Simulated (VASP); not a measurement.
# MnSb (P6_3/mmc) in VASP: notebook, part 2 of 2

VASP 6.6.1. The steps go on from the part before.

## (3) Relaxation of cell and atoms, PBE, collinear spin, ferromagnetic start

This run uses another cell than the first one, of 19.53 Å³/atom, 0.906 times its volume.

Contents of INCAR:

```
PREC = Accurate
ENCUT = 520
EDIFF = 1E-7
ISMEAR = 0
SIGMA = 1.0
LREAL = False
LASPH = True
NELM = 150
ALGO = Normal
ISIF = 3
LWAVE = False
LCHARG = False
ISPIN = 2
MAGMOM = 3.5 3.5 0 0
LORBIT = 11
LMAXMIX = 4
GGA = PE
IBRION = 2
NSW = 80
EDIFFG = -0.002
```

Contents of KPOINTS:

```
Automatic mesh
0
Gamma
  12 12 8
```

Contents of POSCAR:

```
MnSb                                    
1.0
    4.0595161681      0.0000000000     -0.0000000000
   -2.0297580841      3.5156441327     -0.0000000000
    0.0000000000      0.0000000000      5.4725092028
  Mn              Sb            
     2     2
Direct
     0.0000000000000000    0.0000000000000000    0.0000000000000000
     0.0000000000000000    0.0000000000000000    0.5000000000000000
     0.3333333300000021    0.6666666699999979    0.2500000000000000
     0.6666666699999979    0.3333333300000021    0.7500000000000000
```

Potentials or basis: VASP PAW PBE potentials, release 64 (Mn_pv, Sb).

The run is started by

```sh
$ cat potpaw_PBE.64/Mn_pv/POTCAR potpaw_PBE.64/Sb/POTCAR > POTCAR
$ mpirun -np 1 vasp_std > vasp.out
```

OUTCAR:

```text
PREC = Accurate
   ENCUT = 520
   EDIFF = 1E-7
   ISMEAR = 0
   LREAL = False
   LASPH = True
   NELM = 150
   ISIF = 3
   ISPIN = 2
   LORBIT = 11
   GGA = PE
   IBRION = 2
   NSW = 80
   EDIFFG = -0.002

 ion  position               nearest neighbor table
   1  0.000  0.000  0.000-   3 2.71   4 2.71   4 2.71   3 2.71   4 2.71   3 2.71   2 2.74   2 2.74

   2  0.000  0.000  0.500-   3 2.71   4 2.71   4 2.71   3 2.71   4 2.71   3 2.71   1 2.74   1 2.74

   3  0.333  0.667  0.250-   1 2.71   2 2.71   1 2.71   2 2.71   1 2.71   2 2.71   4 3.60   4 3.60
                             4 3.60   4 3.60   4 3.60   4 3.60
   4  0.667  0.333  0.750-   1 2.71   2 2.71   1 2.71   2 2.71   1 2.71   2 2.71   3 3.60   3 3.60
                             3 3.60   3 3.60   3 3.60   3 3.60

  LATTYP: Found a hexagonal cell.
 ALAT       =     4.0595161681
 C/A-ratio  =     1.3480693206

  Lattice vectors:

 A1 = (   4.0595161681,   0.0000000000,   0.0000000000)
 A2 = (  -2.0297580841,   3.5156441327,   0.0000000000)
 A3 = (   0.0000000000,   0.0000000000,   5.4725092028)

Analysis of symmetry for initial positions (statically):
=====================================================================
 Subroutine PRICEL returns:
 Original cell was already a primitive cell.

 Routine SETGRP: Setting up the symmetry group for a
 hexagonal supercell.

 Subroutine GETGRP returns: Found 24 space group operations
 (whereof 12 operations were pure point group operations)
 out of a pool of 24 trial point group operations.

The static configuration has the point symmetry D_3d.
 The point group associated with its full space group is D_6h.

Analysis of symmetry for dynamics (positions and initial velocities):
=====================================================================
 Subroutine PRICEL returns:
 Original cell was already a primitive cell.

 Routine SETGRP: Setting up the symmetry group for a
 hexagonal supercell.

 Subroutine GETGRP returns: Found 24 space group operations
 (whereof 12 operations were pure point group operations)
[... 175 lines left out ...]
 cond. band min:       8.6251706120   @ k =   0.5000  -0.0000   0.0000
 fundamental gap:      0.0040229171
 Fermi energy:         8.6250485433

 spin component 1

 k-point     1 :       0.0000    0.0000    0.0000
  band No.  band energies     occupation
      1     -40.5111      1.00000
      2     -40.5111      1.00000
      3     -40.4964      1.00000
      4     -40.4964      1.00000
      5     -40.4545      1.00000
      6     -40.3076      1.00000
[... 685 lines left out ...]
     25      12.8731      0.00000
     26      13.3730      0.00000

 [... further k-points ...]

 spin component 2

 k-point     1 :       0.0000    0.0000    0.0000
  band No.  band energies     occupation
      1     -37.9143      1.00000
      2     -37.8433      1.00000
      3     -37.8432      1.00000
      4     -37.8264      1.00000
      5     -37.8264      1.00000
      6     -37.7494      1.00000
[... 685 lines left out ...]
     25      13.3724      0.00000
     26      14.0377      0.00000

 [... further k-points ...]

------------------------ aborting loop because EDIFF is reached ----------------------------------------

  FORCE on cell =-STRESS in cart. coord.  units (eV):
  Direction    XX          YY          ZZ          XY          YZ          ZX
  --------------------------------------------------------------------------------------
  -------------------------------------------------------------------------------------
  Total       -0.0033787     -0.0033787     -0.0019718      0.0000000      0.0000000      0.0000000
  in kB       -0.0693100     -0.0693100     -0.0404485      0.0000000      0.0000000      0.0000000
  external PRESSURE =      -0.0596895 kB  Pullay stress =       0.0000000 kB

 VOLUME and BASIS-vectors are now :
 -----------------------------------------------------------------------------
  energy-cutoff  :      520.00
  volume of cell :       78.10
      direct lattice vectors                 reciprocal lattice vectors
     4.059516168  0.000000000  0.000000000     0.246334775  0.142221448  0.000000000
    -2.029758084  3.515644133  0.000000000     0.000000000  0.284442896  0.000000000
     0.000000000  0.000000000  5.472509203     0.000000000  0.000000000  0.182731534

 POSITION                                       TOTAL-FORCE (eV/Angst)
 -----------------------------------------------------------------------------------
      0.00000      0.00000      0.00000        -0.000000      0.000000      0.000000
      0.00000      0.00000      2.73625        -0.000000      0.000000      0.000000
     -0.00000      2.34376      1.36813        -0.000000      0.000000      0.000000
      2.02976      1.17188      4.10438         0.000000     -0.000000     -0.000000
 -----------------------------------------------------------------------------------
    total drift:                                0.000000     -0.000000      0.000000

  FREE ENERGIE OF THE ION-ELECTRON SYSTEM (eV)
  ---------------------------------------------------
  free  energy   TOTEN  =       -27.1630375179 eV

  energy  without entropy=      -25.3368526206  energy(sigma->0) =      -26.24994507

 reached required accuracy - stopping structural energy minimisation

 total charge

# of ion       s       p       d       tot
------------------------------------------
    1        0.291   6.241   5.132  11.665
    2        0.291   6.241   5.132  11.665
    3        1.124   1.285   0.058   2.467
    4        1.124   1.285   0.058   2.467
--------------------------------------------------
tot          2.830  15.054  10.381  28.265

 magnetization (x)

# of ion       s       p       d       tot
------------------------------------------
    1        0.023   0.019   2.477   2.519
    2        0.023   0.019   2.477   2.519
    3       -0.003  -0.111   0.004  -0.110
    4       -0.003  -0.111   0.004  -0.110
--------------------------------------------------
tot          0.040  -0.185   4.963   4.818
```

OSZICAR:

```text
N       E                     dE             d eps       ncg     rms          rms(c)
DAV:   1     0.317778563543E+03    0.31778E+03   -0.19050E+04 11008   0.140E+03
DAV:   2    -0.112993196758E+02   -0.32908E+03   -0.31842E+03 10206   0.387E+02
DAV:   3    -0.284148987874E+02   -0.17116E+02   -0.16556E+02 11746   0.964E+01
DAV:   4    -0.287986564303E+02   -0.38376E+00   -0.38198E+00 10872   0.139E+01
DAV:   5    -0.288062631278E+02   -0.76067E-02   -0.76049E-02 11174   0.230E+00    0.162E+01
DAV:   6    -0.305713877651E+02   -0.17651E+01   -0.29500E+01 10560   0.545E+01    0.194E+01
DAV:   7    -0.271640853243E+02    0.34073E+01   -0.15486E+01 10354   0.400E+01    0.541E+00
DAV:   8    -0.271781435025E+02   -0.14058E-01   -0.71783E-01 10252   0.483E+00    0.195E+00
DAV:   9    -0.271610437867E+02    0.17100E-01   -0.85435E-02 10618   0.257E+00    0.754E-01
DAV:  10    -0.271620466268E+02   -0.10028E-02   -0.51701E-03 10562   0.586E-01    0.430E-01
DAV:  11    -0.271629583313E+02   -0.91170E-03   -0.17467E-03 10926   0.304E-01    0.174E-01
DAV:  12    -0.271630468801E+02   -0.88549E-04   -0.34444E-04 10368   0.125E-01    0.981E-02
DAV:  13    -0.271630373093E+02    0.95708E-05   -0.11529E-04 10678   0.682E-02    0.243E-02
DAV:  14    -0.271630386393E+02   -0.13300E-05   -0.85635E-06 10510   0.230E-02    0.115E-02
DAV:  15    -0.271630385649E+02    0.74449E-07   -0.11855E-06 10480   0.106E-02    0.519E-03
DAV:  16    -0.271630378211E+02    0.74375E-06   -0.36955E-07  7962   0.428E-03    0.229E-03
DAV:  17    -0.271630375230E+02    0.29810E-06   -0.73086E-08  5534   0.176E-03    0.120E-03
DAV:  18    -0.271630375179E+02    0.50832E-08   -0.17639E-08  5148   0.103E-03
   1 F= -.27163038E+02 E0= -.26249945E+02  d E =-.271630E+02  mag=     4.9177
```

CONTCAR:

```text
MnSb
   1.00000000000000
     4.0595161681000000    0.0000000000000000    0.0000000000000000
    -2.0297580841000000    3.5156441326999999    0.0000000000000000
     0.0000000000000000    0.0000000000000000    5.4725092028000004
  Mn              Sb
     2     2
Direct
     0.0000000000000000    0.0000000000000000    0.0000000000000000
     0.0000000000000000    0.0000000000000000    0.5000000000000000
     0.3333333300000021    0.6666666699999979    0.2500000000000000
     0.6666666699999979    0.3333333300000021    0.7500000000000000

  0.00000000E+00  0.00000000E+00  0.00000000E+00
  0.00000000E+00  0.00000000E+00  0.00000000E+00
  0.00000000E+00  0.00000000E+00  0.00000000E+00
  0.00000000E+00  0.00000000E+00  0.00000000E+00
```

Run time: 2.8 min. Hardware: 1 thread of Intel Xeon 6975P-C (Granite Rapids), shared host; peak memory 0.42 GiB.

What came out:

| Quantity | Value |
| --- | --- |
| Free energy | -27.1630 eV |
| Pressure after relaxing | 0.0 GPa |
| Band gap on the k mesh | none (metal or under the smearing width) |
| Net moment | 4.92 μB per cell |
| Site moments | Mn +2.52; Sb -0.11 μB |
| Valence electrons inside the program's atomic spheres | Mn 11.66; Sb 2.47 |

Final structure:
```
Mn Sb
1.0
     4.05952    0.00000    0.00000
    -2.02976    3.51564    0.00000
     0.00000    0.00000    5.47251
Mn Sb
2 2
Cartesian
  0.0000 0.0000 0.0000
  0.0000 0.0000 2.7363
  0.0000 2.3438 1.3681
  2.0298 1.1719 4.1044
```

Caveat: the relaxation stopped at its first step, so nothing moved; only a ferromagnetic start was run, and an antiferromagnetic order may lie lower in energy. Spin-orbit coupling is left out, which matters for the levels of Sb.
